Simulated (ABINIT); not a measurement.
Crystal: Ti.

```
Ti
1.0
     0.00000    2.03000    2.03000
     2.03000    0.00000    2.03000
     2.03000    2.03000    0.00000
Ti
1
Direct
  0.00000 0.00000 0.00000
```

This isn't the form of Ti at room conditions, which is hcp.

Base run:

| Quantity | Value |
| --- | --- |
| Program | ABINIT 10.8.3 (patched build) |
| Functional | PW91 |
| Potentials or basis | JTH PAW PBE v2.0 |
| Cutoff | 490 eV |
| k mesh | 11 × 11 × 11 |
| Occupations | fermi-dirac, width 0.05 eV |
| Spin | no spin polarisation |

Its results: band gap on the k mesh none (metal or under the smearing width); pressure 3.6 GPa.

Problem. After a change of settings the same cell gave: band gap on the k mesh none (metal or under the smearing width); pressure 6.8 GPa. Which change was it?
A. functional from PW91 to LDA
B. functional from PW91 to PBEsol
C. functional from PW91 to AM05
D. functional from PW91 to BLYP

Solution. D.

BLYP binds less tightly than PW91, so the same cell stands under more pressure.

Caveats: the PAW data sets were made with another functional, which shifts forces and pressure a little.

Runs at the PBE level aren't shown here.
